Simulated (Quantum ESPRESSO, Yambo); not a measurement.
# How the form of the self-energy moves the gap of AgBr (Fm-3m), part 2 of 2

Wanted: the gap of AgBr (Fm-3m) under several approximations, with cost.

Quantum ESPRESSO 7.5 and Yambo 5.3.0; PBE and many-body steps on it, plane waves. Known limits of the many-body steps: not at the basis limit; d shell near the gap, gap tends to lie low; no spin-orbit coupling; coarse k mesh.

So far. Step 2 (Empty states on the mesh, 4×4×4 mesh, 316 bands): On this mesh the gap is 0.672 eV. Step 4 (G0W0, Godby-Needs plasmon pole): The gap on the mesh goes from 0.67 eV to 1.63 eV, a correction of +0.96 eV.

The database entry behind the starting cell differs from later determinations by our own check (about 0.6 % short of the room-temperature cell), so it need not match the best structure at ambient conditions.

## (5) One-shot COHSEX

This step: one-shot COHSEX on PBE, plane waves, norm-conserving pseudopotentials.

gw4.in reads:

```
HF_and_locXC
gw0
dyson
cohsex
em1s
rim_cut
RandQpts= 1000000
RandGvec= 1 RL
EXXRLvcs= 74 Ry
VXCRLvcs= 296 Ry
Chimod= "HARTREE"
% BndsRnXs
 1 | 136 |
%
NGsBlkXs= 10.5 Ry
% LongDrXs
 1 | 1 | 1 |
%
% GbndRnge
 1 | 136 |
%
DysSolver= "n"
ExtendOut
% QPkrange
 3 | 3 | 12 | 15 |
 1 | 1 | 12 | 15 |
%
```

Command:

```console
$ OMP_NUM_THREADS=1 mpirun -n 4 yambo -F gw4.in -J gw4 -C gw4 > gw4.log
```

The program printed:

```text
 Yambo, version 5.3.0

 [02] CORE Variables Setup
 =========================

  [... cell, symmetries and grids as in the set-up ...]

  [02.05] Energies & Occupations
  ==============================

  [X] === General ===
  [X] Electronic Temperature                        :  0.000000  0.000000 [eV K]
  [X] Bosonic    Temperature                        :  0.000000  0.000000 [eV K]
  [X] Finite Temperature mode                       : no
  [X] El. density                                   :  0.54983E+24 [cm-3]
  [X] Fermi Level                                   :  8.244730 [eV]

  [X] === Gaps and Widths ===
  [X] Conduction Band Min                           :  0.672137 [eV]
  [X] Valence Band Max                              :  0.000000 [eV]
  [X] Filled Bands                                  :  13
  [X] Empty Bands                                   :   14  316
  [X] Direct Gap                                    :  2.604052 [eV]
  [X] Direct Gap localized at k                     :  1
  [X] Indirect Gap                                  :  0.672137 [eV]
  [X] Indirect Gap between kpts                     :  3  1
  [X] Last valence band width                       :  2.284236 [eV]
  [X] 1st conduction band width                     :  4.310377 [eV]

 [03] Transferred momenta grid and indexing
 ==========================================

 IBZ Q-points                                      :   8
 BZ  Q-points                                      :   64

 K/Q-points units:
 rlu = crystal or reduced units; cc = cartesian coordinates; iku = interal k-units

 Q [1]          [rlu]:  0.000000  0.000000  0.000000
 Q [2]          [rlu]:  0.11377E-17  0.11377E-17  0.25000
 Q [3]          [rlu]: -0.22755E-17 -0.22755E-17 -0.50000
[...]
[xc] Functional : Perdew, Burke & Ernzerhof(X)+Perdew, Burke & Ernzerhof(C)
 [xc] LIBXC used to calculate xc functional
  PP Number of Atomic Species                      :  2
  NLCC RL compoments                               :  27317
  PP Number of Atomic Species                      :  2
  NLCC RL compoments                               :  27317

 [xc] E_xc :  -16.63987 [Ha]
      E_xc :  -33.27974 [Ry]

  Local XC kind (lXC) : Perdew, Burke & Ernzerhof(X)+Perdew, Burke & Ernzerhof(C)
  Non-Local XC kind (nlXC) : Hartree-Fock

  Corrections @ K [1] :  [eV]
 <12|nlXC|12> = -16.64842  0.21474E-16 <12|lXC|12> = -13.22152 -0.11801E-16
 <13|nlXC|13> = -16.64838  0.14495E-16 <13|lXC|13> = -13.22152 -0.18882E-15
 <14|nlXC|14> = -6.572430 -0.27635E-17 <14|lXC|14> = -10.60462  0.99809E-19
[...]
Corrections @ K [3] :  [eV]
[...]
<14|nlXC|14> = -4.814695 -0.24213E-17 <14|lXC|14> = -8.807985  0.94403E-16
 <15|nlXC|15> = -7.304298 -0.26806E-18 <15|lXC|15> = -13.32792  0.76763E-16

 [08] Dyson equation: Newton solver
 ==================================

 [Newton] Sc step       :  0.100000 [eV]
 [Newton] Sc steps      :  1

  [08.01] G0W0 (COHSEX)
  =====================

  [  GW  ] Bands range     :   1  15

  QP @ state[ 1 ] K range:  1  1
  QP @ state[ 1 ] b range:  12  15
  QP @ state[ 2 ] K range:  3  3
  QP @ state[ 2 ] b range:  12  15

   Sc Empty Bands                                   : no
   Sc bands terminator                              : no
   Sx RL components                                 :   3527

   QP @ state[ 1 ] K range                          :  1  1
   QP @ state[ 1 ] b range                          :  12  15
   QP @ state[ 2 ] K range                          :  3  3
   QP @ state[ 2 ] b range                          :  12  15
   GF WF`s kind                                     : Perdew, Burke & Ernzerhof(X)+Perdew, Burke & Ernzerhof(C)
   Xs energies kind                                 : Perdew, Burke & Ernzerhof(X)+Perdew, Burke & Ernzerhof(C)
   Xs WF`s kind                                     : Perdew, Burke & Ernzerhof(X)+Perdew, Burke & Ernzerhof(C)

 [11] Game Over & Game summary
```

Elapsed: 58 s, on 4 MPI ranks of Arm Neoverse V1, shared host; peak memory 1.5 GiB.

This step gave:

```yaml
quasiparticle_gap_on_the_points_computed: 2.121 eV
starting_gap_on_the_mesh: 0.6721 eV
k_of_the_valence_top: 0, 0, -0.5
k_of_the_conduction_bottom: 0, 0, 0
least_direct_quasiparticle_gap_on_the_computed_points: 4.360 eV
z_at_the_valence_top: 1
z_at_the_conduction_bottom: 1
```

Against G0W0 in Yambo (4×4×4 mesh, 136 bands, screening to 142.9 eV, Godby-Needs plasmon pole), the gap moves by +0.492 eV.

## (6) One-shot Hartree-Fock

This step: one-shot Hartree-Fock on PBE, plane waves, norm-conserving pseudopotentials.

gw5.in reads:

```
HF_and_locXC
rim_cut
RandQpts= 1000000
RandGvec= 1 RL
EXXRLvcs= 74 Ry
VXCRLvcs= 296 Ry
% QPkrange
 3 | 3 | 12 | 15 |
 1 | 1 | 12 | 15 |
%
```

Command:

```console
$ OMP_NUM_THREADS=1 mpirun -n 4 yambo -F gw5.in -J gw5 -C gw5 > gw5.log
```

The program printed:

```text
 Yambo, version 5.3.0

 [02] CORE Variables Setup
 =========================

  [... cell, symmetries and grids as in the set-up ...]

  [02.05] Energies & Occupations
  ==============================

  [X] === General ===
  [X] Electronic Temperature                        :  0.000000  0.000000 [eV K]
  [X] Bosonic    Temperature                        :  0.000000  0.000000 [eV K]
  [X] Finite Temperature mode                       : no
  [X] El. density                                   :  0.54983E+24 [cm-3]
[...]
[xc] E_xc :  -16.63987 [Ha]
      E_xc :  -33.27974 [Ry]

  Local XC kind (lXC) : Perdew, Burke & Ernzerhof(X)+Perdew, Burke & Ernzerhof(C)
  Non-Local XC kind (nlXC) : Hartree-Fock

  Corrections @ K [1] :  [eV]
 <12|nlXC|12> = -16.64842  0.21474E-16 <12|lXC|12> = -13.22152 -0.11801E-16
 <13|nlXC|13> = -16.64838  0.14495E-16 <13|lXC|13> = -13.22152 -0.18882E-15
 <14|nlXC|14> = -6.572430 -0.27635E-17 <14|lXC|14> = -10.60462  0.99809E-19
[...]
Corrections @ K [3] :  [eV]
[...]
<14|nlXC|14> = -4.814695 -0.24213E-17 <14|lXC|14> = -8.807985  0.94403E-16
 <15|nlXC|15> = -7.304298 -0.26806E-18 <15|lXC|15> = -13.32792  0.76763E-16

 [08] Game Over & Game summary
```

Run time: 5.3 s. Hardware: 4 MPI ranks; peak memory 1.4 GiB; 21 s of CPU time.

Numbers from this step:

```
quasiparticle gap on the mesh                         : 8.899 eV
starting gap on the mesh                              : 0.6721 eV
k of the valence top                                  : 0, 0, -0.5
k of the conduction bottom                            : 0, 0, 0
least direct quasiparticle gap on the computed points : 10.06 eV
```

Against G0W0 in Yambo (4×4×4 mesh, 136 bands, screening to 142.9 eV, Godby-Needs plasmon pole), the gap moves by +7.271 eV.

## (7) The runs together

Times are wall times on 4 MPI ranks of Arm Neoverse V1, shared host, good to a factor of about two.

| run | mesh | bands | screening cutoff (eV) | DFT gap (eV) | gap on the mesh (eV) | direct (eV) | time |
| --- | --- | --- | --- | --- | --- | --- | --- |
| G0W0, Godby-Needs plasmon pole | 4×4×4 | 136 | 142.9 | 0.672 | 1.629 | 3.756 | 80 s |
| one-shot COHSEX | 4×4×4 | 136 | 142.9 | 0.672 | 2.121 | 4.360 | 58 s |
| one-shot Hartree-Fock | 4×4×4 | - | - | 0.672 | 8.899 | 10.063 | 5.3 s |

## (8) Outcome

| Item | Value |
| --- | --- |
| G0W0, Godby-Needs plasmon pole | 1.629 eV |
| one-shot COHSEX | 2.121 eV |
| one-shot Hartree-Fock | 8.899 eV |
| known limits | not at the basis limit; d shell near the gap, gap tends to lie low; no spin-orbit coupling; coarse k mesh |

One-shot COHSEX: +0.492 eV against G0W0, Godby-Needs plasmon pole. One-shot Hartree-Fock: +7.271 eV against G0W0, Godby-Needs plasmon pole. Bare exchange alone opens the gap to 8.90 eV; against G0W0, correlation takes back 7.27 eV. Static COHSEX lies above G0W0: it lacks the factor Z and overstates the Coulomb hole of the filled states. Bands and cutoff are finite, so the gap is not at the basis limit. The miss can reach some tenths of an eV and take either sign; the mesh is an error of its own. The 4×4×4 mesh is coarse for this cell, which bears on the long-range parts of exchange and screening. A d shell, filled or nearly so, lies near the gap. One-shot GW converges very slowly in bands there, not always from below, and on a semilocal start the gap tends to come out low; starts rich in exact exchange can overshoot instead. The many-body steps are scalar-relativistic: spin-orbit coupling is not in them.

[Paths, hosts, dates, memory and timing lines, banners, echoed tables and standing remarks are left out of the program output.]

[Logs are printed without paths, hosts, clocks, repeated set-up lines and the standing remarks that a program may print on its own settings, such as how far it seeks lower states.]

[Runs of the session that timed out or met a known fault of the program may be left out.]

[Hosts, paths, dates, database ids (printed as entryN), source tags and the programs' standing remarks are cut or masked in the printed files.]
